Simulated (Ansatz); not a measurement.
BP₂: competing structures

Computed with DFT PBE, scalar-relativistic, plane waves, PAW (Ansatz). All cells share a 420 eV cutoff and Γ-centred k meshes spaced at most about 0.3 Å⁻¹ (about 0.25 or finer for metals, 2π included). No spin polarisation.

Energies over the elements count from the elements' standard structures at the same level, with no fitted energy shifts. The references include black phosphorus.

These are static total energies at zero pressure. Larger cells and other orderings weren't all tried, so the list isn't exhaustive. No dispersion correction is applied, so the spacing and binding between layers, chains or molecules are poorly described (P3m1, P-3m1, P4/nmm, I4/mmm), and this can change margins and order among such cells. In P4/mmm, I4/mmm, Fm-3m, P6/mmm an odd number of electrons in the primitive cell allows no gap without spin; a larger cell or a magnetic state could open one. The reference form of P is held partly by dispersion forces, which this level lacks.

Invented guesses were relaxed alike, and ends that match in structure were merged. ΔE counts from the first row. Coordination counts P atoms around B (those within 1.25 times the shortest such distance or 1.15 times the sum of covalent radii; a plus sign parts nearer from farther groups; the shortest distance is added where it is long for a bond). The ends were matched against large subsets of the Crystallography Open Database and the Materials Project, so a missing match doesn't prove that a structure is unreported.

| # | reached from | type and space group | atoms | Å³/atom | coordination | ΔE (meV/atom) | gap on mesh (eV) | in databases |
| --- | --- | --- | --- | --- | --- | --- | --- | --- |
| 1 | a cell proposed by chemical analogy | P3m1 (No. 156) | 6 | 13.6 | B 4 | 0 | 0.00 | no match |
| 2 | a cell proposed by chemical analogy | P-3m1 (No. 164) | 6 | 14.7 | B 4 | 153 | 0.00 | no match |
| 3 | PI2 type (P-1) | P-1 (No. 2) | 6 | 14.0 | B 3 | 177 | 0.00 | no match |
| 4 | SiS2 type (I-42d) | I-42d (No. 122) | 6 | 13.2 | B 4 | 456 | 0.00 | no match |
| 5 | random cell with space group P4_2 | P4_222 (No. 93) | 6 | 14.6 | B 4 | 498 | 0.00 | no match |
| 6 | 4-, 6-connected net, elements by coordination | I4_1/amd (No. 141) | 6 | 12.2 | B 4 | 606 | 0.00 | no match |
| 7 | ErSe2 type (P4/nmm) | P4/nmm (No. 129) | 6 | 15.0 | B 1+4 | 806 | 0.00 | no match |
| 8 | random cell | P4/mmm (No. 123) | 3 | 13.1 | B 4 | 848 | 0.00 | no match |
| 9 | MoSi2 (C11b) type (I4/mmm) | I4/mmm (No. 139) | 3 | 14.4 | B 8 from 2.3 Å | 917 | 0.00 | no match |
| 10 | Cr2B type (I4/mcm) | I4/mcm (No. 140) | 6 | 11.6 | B 8 from 2.3 Å | 1018 | 0.00 | no match |
| 11 | fluorite type (Fm-3m) | fluorite, Fm-3m (No. 225) | 3 | 12.3 | B 8 from 2.3 Å | 1136 | 0.00 | no match |
| 12 | TbCd2 type (P6/mmm) | P6/mmm (No. 191) | 3 | 11.9 | B 12 from 2.7 Å | 1369 | 0.00 | no match |

The lowest: Space group P3m1 (No. 156), trigonal, a = 3.263 Å, c = 8.869 Å. B on its first site has 4 P at 1.98–1.99 Å; B on its second site is surrounded by 4 P at 1.98–1.99 Å; P on its first site is surrounded by 1 B at 1.98 Å and 3 P at 2.23 Å; P on its second site has 4 B at 1.98–1.99 Å; around P on its third site lie 3 B at 1.99 Å; 1 more site not described. Its energy over the elements is −0.11 eV/atom. Whether it is stable depends on the other phases of the system, which aren't compared here. An observed structure of this formula, if there is one, may be missing.

```xyz
6
Lattice="3.2635 0.0000 0.0000 -1.6317 2.8263 0.0000 0.0000 0.0000 8.8692" Properties=species:S:1:pos:R:3 pbc="T T T"
B     0.0000    0.0000    2.9887
B     1.6317    0.9421    0.3721
P     0.0000    0.0000    4.9645
P     1.6317    0.9421    2.3494
P     0.0000    1.8842    8.5976
P     1.6317    0.9421    6.1559
```

The second: Space group P-3m1 (No. 164), trigonal, a = 3.281 Å, c = 9.493 Å. B is surrounded by 4 P at 1.98 Å; around P on its first site lie 1 B at 1.98 Å and 3 P at 2.22 Å; P on its second site is surrounded by 3 B at 1.98 Å. Counting P atoms around B, the first and the second both have B 4. The first and the second both hold P–P nets. Shaken at random and relaxed again, row 6 came back. Cells without such a test can be saddle points. Some structure types and database cells were kept out of the candidates from the start, so a known form may be missing.

Boron favours few, directional bonds to phosphorus: the four cells with eight or twelve P neighbours lie highest, because the valence electrons can't supply a two-electron bond for every contact. Fourfold coordination alone isn't enough, however, as the B 4 cells spread from 0 to 848 meV/atom.

The two lowest structures contain the same numbers of B–P and P–P bonds, so bond counting doesn't explain their separation. In P3m1, four-bonded P, formally positive, is joined to formally negative B and to neutral three-bonded P. In P-3m1, the P–P net instead joins formally positive atoms to one another. This less favourable charge arrangement may contribute to the 153 meV/atom difference, alongside interlayer binding and its missing dispersion part.

Both structures are electron-precise if each three-bonded P keeps a lone pair. Their vanishing gaps therefore suggest band overlap, not a shortage of bonding electrons. Since PBE usually underestimates gaps, metallic behaviour isn't established for either.
